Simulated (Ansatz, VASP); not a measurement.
**Two plane-wave programs on CoO**

File INCAR:

```
SYSTEM = CoO
PREC     = Accurate       ! precision mode
ENCUT    = 520            ! plane-wave cutoff, eV
EDIFF    = 1E-7           ! SCF threshold, eV
ISMEAR   = 0              ! smearing method
SIGMA    = 0.1            ! smearing width, eV
LREAL    = .False.        ! projectors in reciprocal space
LASPH    = .True.         ! aspherical terms in the spheres
NELM     = 150            ! most SCF steps
ALGO     = Normal         ! electronic algorithm
ISIF     = 2              ! what is computed and relaxed
LWAVE    = .False.        ! write WAVECAR
LCHARG   = .False.        ! write CHGCAR
ISPIN    = 2              ! spin polarisation
MAGMOM   = -2.3 2.3 0.18 -0.18 ! initial moments
LORBIT   = 11             ! projections on sites
LMAXMIX  = 4              ! l up to which the mixer works
GGA      = PS             ! functional
NBANDS   = 27             ! bands
```

KPOINTS

```
Automatic mesh
0
Gamma
  3 3 2
  0 0 0
```

The input POSCAR:

```
CoO
1.0
    3.1976457435      0.0000000000      0.0000000000
   -1.5988228718      2.7692424462      0.0000000000
    0.0000000000      0.0000000000      5.2287097100
Co O
2 2
Direct
    0.0000000000      0.0000000000      0.0034741400
    0.3333333333      0.6666666667      0.5033624100
    0.0000000000      0.0000000000      0.3716088500
    0.3333333333      0.6666666667      0.8715556000
```

Input for Ansatz:

```yaml
crystal:
  lattice:
    - [3.1976457435, 0.0, 0.0]
    - [-1.5988228718, 2.7692424462, 0.0]
    - [0.0, 0.0, 5.22870971]
  atoms:
    - { symbol: Co, position: [0.0, 0.0, 0.00347414], spin: -2.3 }
    - { symbol: Co, position: [0.3333333333, 0.6666666667, 0.50336241], spin: 2.3 }
    - { symbol: O, position: [0.0, 0.0, 0.37160885], spin: 0.18 }
    - { symbol: O, position: [0.3333333333, 0.6666666667, 0.8715556], spin: -0.18 }
basis:
  ecutwfc: 420
kpoints:
  mp_grid: { grid: [3, 3, 2] }
hamiltonian:
  xc: pbesol
scf:
  occupations: { method: gaussian, width: 0.1 }
output:
  forces: true
  stress: true
  eigenvalues: true
  populations: true
magnetization:
  spin_polarized: true
```

Alike in both runs: task single point; functional PBEsol; k mesh 3 × 3 × 2; occupations gaussian, width 0.1 eV; collinear spin.

|  | VASP | Ansatz |
| --- | --- | --- |
| version | VASP 6.6.1 | Ansatz 0.2.0 |
| potentials or method | VASP PAW PBE potentials, release 64 (Co, O) | scalar-relativistic, plane waves, PAW |
| plane-wave cutoff (eV) | 520 | 420 |
| valence electrons in the cell | 30 | 46 |

VASP gave:

| Item | Value |
| --- | --- |
| gap on the k mesh at the Fermi level (eV) | 0.04 |
| least direct gap on the mesh (eV) | 0.12 |
| pressure (GPa) | -9.5 |
| largest component of the traceless stress (GPa) | 3.12 |
| rms of the force components (eV/Å) | 0.023 |
| net moment per atom (μB) | 0.00 |
| size of the moment on the site where the two differ most (μB) | 2.28 |

Estimate Ansatz's values.

gap on the k mesh at the Fermi level (eV): 0.03; least direct gap on the mesh (eV): 0.11; pressure (GPa): -9.2; largest component of the traceless stress (GPa): 3.11; rms of the force components (eV/Å): 0.032; net moment per atom (μB): 0.00; size of the moment on the site where the two differ most (μB): 2.14.

Site moments also hang on the region over which each program counts them. Atom by atom the forces differ by 0.009 eV/Å (rms over components). With one functional, cell and mesh, what is left measures potentials, basis and numerics. The two sets of potentials don't hold the same shells in valence.

Caveats: the k mesh is coarse (spacing up to 0.76 Å⁻¹), so the values aren't converged; the PAW data sets were made with another functional, which shifts forces and pressure a little (VASP); an odd mesh through Γ misses points on the zone boundary, where band edges often lie.
